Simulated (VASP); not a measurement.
# MgO (P6_3mc) in VASP: band structure with PBEsol

Aim: the band structure of MgO with PBEsol.

Program: VASP 6.6.1. These are calculated values, not measurements. Logs are shortened: lines on timing, memory, paths and dates and some standing lists are left out, and cuts for length are marked.

### Step 1. Starting point

Symmetry: P6_3mc, No. 186, hexagonal system. Conventional cell: a = 3.299 Å, b = 3.299 Å, c = 5.012 Å, α = 90.00°, β = 90.00°, γ = 120.00°. Mg (site symmetry 3m) is surrounded by 4 O at 1.97 to 1.99 Å. O (site symmetry 3m) is surrounded by 4 Mg at 1.97 to 1.99 Å.

Measurements of this composition are mostly on another form, of space group No. 225.

### Step 2. Band structure, PBEsol

Contents of INCAR:

```
ALGO     = Normal         # electronic algorithm
EDIFF    = 1E-7           # SCF threshold, eV
ENCUT    = 520            # plane-wave cutoff, eV
GGA      = PS             # functional
ICORELEVEL= 1            
ISIF     = 2              # what is computed and relaxed
ISMEAR   = 0              # smearing method
LASPH    = T              # aspherical terms in the spheres
LCHARG   = F              # write CHGCAR
LREAL    = F              # projectors in reciprocal space
LWAVE    = F              # write WAVECAR
NBANDS   = 16             # bands
NELM     = 80             # most SCF steps
PREC     = Accurate       # precision mode
SIGMA    = 0.03           # smearing width, eV
```

Contents of KPOINTS:

```
k-points
0
Gamma
  9 9 6
```

Contents of POSCAR:

```
MgO                                     
1.0
    3.2993492522     -0.0000000000     -0.0000000000
   -1.6496746212      2.8573202648      0.0000000000
    0.0000000000      0.0000000000      5.0122560816
  Mg              O             
     2     2
Direct
     0.3333333300000021    0.6666666699999979    0.0035949979587868
     0.6666666699999979    0.3333333300000021    0.5035949979587867
     0.3333333300000021    0.6666666699999979    0.4010050020412154
     0.6666666699999979    0.3333333300000021    0.9010050020412154
```

Contents of KPOINTS_OPT:

```
explicit points
96
Reciprocal
 0.0000000000  0.0000000000  0.0000000000 1
 0.0555555556  0.0000000000  0.0000000000 1
 0.1111111111  0.0000000000  0.0000000000 1
 0.1666666667  0.0000000000  0.0000000000 1
 0.2222222222  0.0000000000  0.0000000000 1
 0.2777777778  0.0000000000  0.0000000000 1
 0.3333333333  0.0000000000  0.0000000000 1
 0.3888888889  0.0000000000  0.0000000000 1
 0.4444444444  0.0000000000  0.0000000000 1
 0.5000000000  0.0000000000  0.0000000000 1
 0.5000000000  0.0000000000  0.0000000000 1
 0.4814814815  0.0370370370  0.0000000000 1
 0.4629629630  0.0740740741  0.0000000000 1
 0.4444444444  0.1111111111  0.0000000000 1
 0.4259259259  0.1481481481  0.0000000000 1
 0.4074074074  0.1851851852  0.0000000000 1
 0.3888888889  0.2222222222  0.0000000000 1
 0.3703703703  0.2592592592  0.0000000000 1
 0.3518518518  0.2962962963  0.0000000000 1
 0.3333333333  0.3333333333  0.0000000000 1
 0.3333333333  0.3333333333  0.0000000000 1
 0.2962962963  0.2962962963  0.0000000000 1
 0.2592592592  0.2592592592  0.0000000000 1
 0.2222222222  0.2222222222  0.0000000000 1
 0.1851851852  0.1851851852  0.0000000000 1
 0.1481481481  0.1481481481  0.0000000000 1
 0.1111111111  0.1111111111  0.0000000000 1
 0.0740740741  0.0740740741  0.0000000000 1
 0.0370370370  0.0370370370  0.0000000000 1
 0.0000000000  0.0000000000  0.0000000000 1
 0.0000000000  0.0000000000  0.0000000000 1
 0.0000000000  0.0000000000  0.0555555556 1
 0.0000000000  0.0000000000  0.1111111111 1
 0.0000000000  0.0000000000  0.1666666667 1
 0.0000000000  0.0000000000  0.2222222222 1
 0.0000000000  0.0000000000  0.2777777778 1
 0.0000000000  0.0000000000  0.3333333333 1
 0.0000000000  0.0000000000  0.3888888889 1
 0.0000000000  0.0000000000  0.4444444444 1
 0.0000000000  0.0000000000  0.5000000000 1
 0.0000000000  0.0000000000  0.5000000000 1
 0.0555555556  0.0000000000  0.5000000000 1
 0.1111111111  0.0000000000  0.5000000000 1
 0.1666666667  0.0000000000  0.5000000000 1
 0.2222222222  0.0000000000  0.5000000000 1
 0.2777777778  0.0000000000  0.5000000000 1
 0.3333333333  0.0000000000  0.5000000000 1
 0.3888888889  0.0000000000  0.5000000000 1
 0.4444444444  0.0000000000  0.5000000000 1
 0.5000000000  0.0000000000  0.5000000000 1
 0.5000000000  0.0000000000  0.5000000000 1
 0.4814814815  0.0370370370  0.5000000000 1
 0.4629629630  0.0740740741  0.5000000000 1
 0.4444444444  0.1111111111  0.5000000000 1
 0.4259259259  0.1481481481  0.5000000000 1
 0.4074074074  0.1851851852  0.5000000000 1
 0.3888888889  0.2222222222  0.5000000000 1
 0.3703703703  0.2592592592  0.5000000000 1
 0.3518518518  0.2962962963  0.5000000000 1
 0.3333333333  0.3333333333  0.5000000000 1
 0.3333333333  0.3333333333  0.5000000000 1
 0.2962962963  0.2962962963  0.5000000000 1
 0.2592592592  0.2592592592  0.5000000000 1
 0.2222222222  0.2222222222  0.5000000000 1
 0.1851851852  0.1851851852  0.5000000000 1
 0.1481481481  0.1481481481  0.5000000000 1
 0.1111111111  0.1111111111  0.5000000000 1
 0.0740740741  0.0740740741  0.5000000000 1
 0.0370370370  0.0370370370  0.5000000000 1
 0.0000000000  0.0000000000  0.5000000000 1
 0.5000000000  0.0000000000  0.5000000000 1
 0.5000000000  0.0000000000  0.4444444444 1
 0.5000000000  0.0000000000  0.3888888889 1
 0.5000000000  0.0000000000  0.3333333333 1
 0.5000000000  0.0000000000  0.2777777778 1
 0.5000000000  0.0000000000  0.2222222222 1
 0.5000000000  0.0000000000  0.1666666667 1
 0.5000000000  0.0000000000  0.1111111111 1
 0.5000000000  0.0000000000  0.0555555556 1
 0.5000000000  0.0000000000  0.0000000000 1
 0.3333333333  0.3333333333  0.0000000000 1
 0.3333333333  0.3333333333  0.0555555556 1
 0.3333333333  0.3333333333  0.1111111111 1
 0.3333333333  0.3333333333  0.1666666667 1
 0.3333333333  0.3333333333  0.2222222222 1
 0.3333333333  0.3333333333  0.2777777778 1
 0.3333333333  0.3333333333  0.3333333333 1
 0.3333333333  0.3333333333  0.3888888889 1
 0.3333333333  0.3333333333  0.4444444444 1
 0.3333333333  0.3333333333  0.5000000000 1
 0.0000000000  0.0000000000  0.0000000000 1
 0.0000000000  0.0000000000  0.5000000000 1
 0.3333333333  0.3333333333  0.5000000000 1
 0.3333333333  0.3333333333  0.0000000000 1
 0.5000000000  0.0000000000  0.5000000000 1
 0.5000000000  0.0000000000  0.0000000000 1
```

Potentials or basis: VASP PAW PBE potentials, release 64 (Mg, O).

Run with:

```console
> cat potpaw_PBE.64/Mg/POTCAR potpaw_PBE.64/O/POTCAR > POTCAR
> mpirun -np 1 vasp_std > vasp.out
```

OUTCAR:

```text
EDIFF = 1E-7
   ENCUT = 520
   GGA = PS
   ISIF = 2
   ISMEAR = 0
   LASPH = T
   LREAL = F
   NELM = 80
   PREC = Accurate

 ion  position               nearest neighbor table
   1  0.333  0.667  0.004-   4 1.97   4 1.97   4 1.97   3 1.99   2 3.15   2 3.15   2 3.15   2 3.15
                             2 3.15   2 3.15
   2  0.667  0.333  0.504-   3 1.97   3 1.97   3 1.97   4 1.99   1 3.15   1 3.15   1 3.15   1 3.15
                             1 3.15   1 3.15
   3  0.333  0.667  0.401-   2 1.97   2 1.97   2 1.97   1 1.99
   4  0.667  0.333  0.901-   1 1.97   1 1.97   1 1.97   2 1.99

  LATTYP: Found a hexagonal cell.
 ALAT       =     3.2993492522
 C/A-ratio  =     1.5191650530

  Lattice vectors:

 A1 = (   3.2993492522,   0.0000000000,   0.0000000000)
 A2 = (  -1.6496746212,   2.8573202648,   0.0000000000)
 A3 = (   0.0000000000,   0.0000000000,   5.0122560816)

Analysis of symmetry for initial positions (statically):
=====================================================================
 Subroutine PRICEL returns:
 Original cell was already a primitive cell.

 Routine SETGRP: Setting up the symmetry group for a
 hexagonal supercell.

 Subroutine GETGRP returns: Found 12 space group operations
 (whereof  6 operations were pure point group operations)
 out of a pool of 24 trial point group operations.

The static configuration has the point symmetry C_3v.
 The point group associated with its full space group is C_6v.

Analysis of symmetry for dynamics (positions and initial velocities):
=====================================================================
 Subroutine PRICEL returns:
 Original cell was already a primitive cell.

 Routine SETGRP: Setting up the symmetry group for a
 hexagonal supercell.

 Subroutine GETGRP returns: Found 12 space group operations
 (whereof  6 operations were pure point group operations)
 out of a pool of 24 trial point group operations.

The dynamic configuration has the point symmetry C_3v.
 The point group associated with its full space group is C_6v.

 Subroutine INISYM returns: Found 12 space group operations
 (whereof  6 operations are pure point group operations),
 and found     1 'primitive' translations

----------------------------------------------------------------------------------------

                                     Primitive cell

  volume of cell :      47.2520

  direct lattice vectors                    reciprocal lattice vectors
     3.299349252  0.000000000  0.000000000     0.303090071  0.174989134  0.000000000
    -1.649674621  2.857320265  0.000000000     0.000000000  0.349978269  0.000000000
     0.000000000  0.000000000  5.012256082     0.000000000  0.000000000  0.199510955

  length of vectors
     3.299349252  3.299349247  5.012256082     0.349978268  0.349978269  0.199510955

  position of ions in fractional coordinates (direct lattice)
     0.333333330  0.666666670  0.003594998
     0.666666670  0.333333330  0.503594998
     0.333333330  0.666666670  0.401005002
     0.666666670  0.333333330  0.901005002

  ion indices of the primitive-cell ions
   primitive index   ion index
[... 36 lines left out ...]
  0.333333  0.000000  0.000000      6.000000
  0.444444 -0.000000  0.000000      6.000000
  0.111111  0.111111  0.000000      6.000000
[... 16 lines left out ...]
  0.333333  0.222222  0.166667     24.000000
  0.333333  0.333333  0.166667      4.000000
 [... further k-points ...]
   k-points           NKPTS =     48   k-points in BZ     NKDIM =     48   number of bands    NBANDS=     16
   number of dos      NEDOS =    301   number of ions     NIONS =      4
   total plane-waves  NPLWV =  31360
   dimension x,y,z NGX =    28 NGY =   28 NGZ =   40
   dimension x,y,z NGXF=    56 NGYF=   56 NGZF=   80
   ions per type =               2   2
   NGX,Y,Z   is equivalent  to a cutoff of  14.11, 14.11, 13.27 a.u.
   NGXF,Y,Z  is equivalent  to a cutoff of  28.22, 28.22, 26.53 a.u.
 SYSTEM =  unknown system
   PREC   = accura    normal or accurate (medium, high low for compatibility)
   ISTART =      0    job   : 0-new  1-cont  2-samecut
   ICHARG =      2    charge: 1-file 2-atom 10-const
   ISPIN  =      1    spin polarized calculation?
   LNONCOLLINEAR =      F non collinear calculations
   LSORBIT =      F    spin-orbit coupling
   LASPH  =      T    aspherical Exc in radial PAW
   ENCUT  =  520.0 eV  38.22 Ry    6.18 a.u.   6.13  6.13  9.32*2*pi/ulx,y,z
   NELM   =     80;   NELMIN=  2; NELMDL= -5     # of ELM steps
   EDIFF  = 0.1E-06   stopping-criterion for ELM
   LREAL  =      F    real-space projection
   EDIFFG = 0.1E-05   stopping-criterion for IOM
   NSW    =      0    number of steps for IOM
   IBRION =     -1    ionic relax: 0-MD 1-quasi-New 2-CG
   NFREE  =      0    steps in history (QN), initial steepest desc. (CG)
   ISIF   =      2    stress and relaxation
   ISYM   =      2    0-nonsym 1-usesym 2-fastsym
   POTIM  = 0.5000    time-step for ionic-motion
   TEBEG  =    0.0;   TEEND  =   0.0 temperature during run
   PSTRESS=    0.0 pullay stress
   NELECT =      16.0000    total number of electrons
   NUPDOWN=      -1.0000    fix difference up-down
   EMIN   =  10.00;   EMAX   =-10.00  energy-range for DOS
   EFERMI =   0.00;   METHOD = LEGACY
   ISMEAR =     0;   SIGMA  =   0.03  broadening in eV -4-tet -1-fermi 0-gaus
   EFERMI_NEDOS =   21; number of points for ismear=-14 and -15
   IALGO  =     38    algorithm
   IMIX   =      4    mixing-type and parameters
     AMIX     =   0.40;   BMIX     =  1.00
     AMIX_MAG =   1.60;   BMIX_MAG =  1.00
  volume/ion in A,a.u.               =      11.81        79.72
  Fermi-wavevector in a.u.,A,eV,Ry     =   1.141059  2.156288 17.714990  1.302015
  Thomas-Fermi vector in A             =   2.277760
   LORBIT       =      0    0 simple, 1 ext, 2 COOP (PROOUT), +10 PAW based schemes
   GGA     = PS    functional components
   LHFCALC =     F    Hartree Fock is set to
   AEXX    =    0.0000 exact exchange contribution
   IVDW    =     0    specifies the selected vdW correction
   LEPSILON=     F    determine dielectric tensor
   LRPA    =     F    only Hartree local field effects (RPA)
 non-spin polarized calculation
 Gauss-broadening in eV      SIGMA  =   0.03
  energy-cutoff  :      520.00
  volume of cell :       47.25
 maximum number of plane-waves:      1288
 NGX is ok and might be reduce to    28
   NGX = 13   NGY = 13   NGZ = 19

 number of electron      15.9999996 magnetization

 Free energy of the ion-electron system (eV)
  ---------------------------------------------------
  ext. energy  EPLUGINS =         0.00000000
  ---------------------------------------------------
  free energy    TOTEN  =       -24.55039233 eV

  energy without entropy =      -24.55039233  energy(sigma->0) =      -24.55039233

 the core state eigenenergies are
   1-  1s  -1250.0993  2s    -70.6884  2p    -37.4412
   2-  1s  -1250.0993  2s    -70.6884  2p    -37.4412
   3-  1s   -502.1621
   4-  1s   -502.1621

 E-fermi :   1.1107     XC(G=0):  -9.9750

 val. band max:        0.9932011658   @ k =   0.0000   0.0000   0.0000
 cond. band min:       4.3679230021   @ k =   0.0000   0.0000   0.0000
 fundamental gap:      3.3747218363
 Fermi energy:         1.1106691080

 k-point     1 :       0.0000    0.0000    0.0000
  band No.  band energies     occupation
      1     -15.1683      2.00000
      2     -14.3530      2.00000
      3      -2.3208      2.00000
      4       0.2559      2.00000
      5       0.2559      2.00000
      6       0.5857      2.00000
[... 277 lines left out ...]
 k-point    16 :       0.3333    0.0000    0.1667
  band No.  band energies     occupation

------------------------ aborting loop because EDIFF is reached ----------------------------------------

  FORCE on cell =-STRESS in cart. coord.  units (eV):
  Direction    XX          YY          ZZ          XY          YZ          ZX
  --------------------------------------------------------------------------------------
  -------------------------------------------------------------------------------------
  Total        0.0555388      0.0555388      0.0349560      0.0000000      0.0000000      0.0000000
  in kB        1.8831581      1.8831581      1.1852568      0.0000000      0.0000000      0.0000000
  external PRESSURE =       1.6505243 kB  Pullay stress =       0.0000000 kB

 VOLUME and BASIS-vectors are now :
 -----------------------------------------------------------------------------
  energy-cutoff  :      520.00
  volume of cell :       47.25
      direct lattice vectors                 reciprocal lattice vectors
     3.299349252  0.000000000  0.000000000     0.303090071  0.174989134  0.000000000
    -1.649674621  2.857320265  0.000000000     0.000000000  0.349978269  0.000000000
     0.000000000  0.000000000  5.012256082     0.000000000  0.000000000  0.199510955

 POSITION                                       TOTAL-FORCE (eV/Angst)
 -----------------------------------------------------------------------------------
     -0.00000      1.90488      0.01802        -0.000000     -0.000000      0.002029
      1.64967      0.95244      2.52415        -0.000000      0.000000      0.002029
     -0.00000      1.90488      2.00994         0.000000      0.000000     -0.002029
      1.64967      0.95244      4.51607        -0.000000      0.000000     -0.002029
 -----------------------------------------------------------------------------------
    total drift:                               -0.000017      0.000010      0.001028

  FREE ENERGIE OF THE ION-ELECTRON SYSTEM (eV)
  ---------------------------------------------------
  free  energy   TOTEN  =       -24.5503923284 eV

  energy  without entropy=      -24.5503923284  energy(sigma->0) =      -24.55039233
```

Run time: 28 s. Hardware: 1 thread of Intel Xeon 6975P-C (Granite Rapids), shared host; peak memory 0.21 GiB.

What came out:

```yaml
Free_energy: -24.5504 eV
Pressure: 0.2 GPa
Band_gap_on_the_k_mesh: 3.37 eV, direct
Band_gap_along_the_path: 3.37 eV, direct
```

Forces on the atoms (eV/Å):
```
Mg   0.000  0.000  0.002
Mg   0.000  0.000  0.002
O    0.000  0.000 -0.002
O    0.000  0.000 -0.002
```

Levels at the corners of the path, in eV from the valence-band top:
```tsv
point	band 6	band 7	band 8	band 9	band 10	band 11
Γ	-0.41	-0.41	0.00	3.37	8.42	10.19
M	-1.27	-0.82	-0.49	7.66	7.93	9.12
M	-1.27	-0.82	-0.49	7.66	7.93	9.12
K	-1.30	-1.20	-1.20	8.17	8.18	10.05
K	-1.30	-1.20	-1.20	8.17	8.18	10.05
Γ	-0.41	-0.41	0.00	3.37	8.42	10.19
Γ	-0.41	-0.41	0.00	3.37	8.42	10.19
A	-0.58	-0.58	-0.58	5.89	5.89	13.06
A	-0.58	-0.58	-0.58	5.89	5.89	13.06
L	-0.91	-0.72	-0.72	7.24	7.24	10.70
L	-0.91	-0.72	-0.72	7.24	7.24	10.70
H	-2.13	-0.38	-0.38	8.34	8.34	9.81
H	-2.13	-0.38	-0.38	8.34	8.34	9.81
A	-0.58	-0.58	-0.58	5.89	5.89	13.06
L	-0.91	-0.72	-0.72	7.24	7.24	10.70
M	-1.27	-0.82	-0.49	7.66	7.93	9.12
K	-1.30	-1.20	-1.20	8.17	8.18	10.05
H	-2.13	-0.38	-0.38	8.34	8.34	9.81
```

Core levels (eV, on the scale of the bands):
```csv
atom,levels
1 Mg,"1s -1250.1, 2s -70.7, 2p -37.4"
2 Mg,"1s -1250.1, 2s -70.7, 2p -37.4"
3 O,1s -502.2
4 O,1s -502.2
```

Caveat: the PAW data sets were made with another functional, which shifts forces and pressure a little.
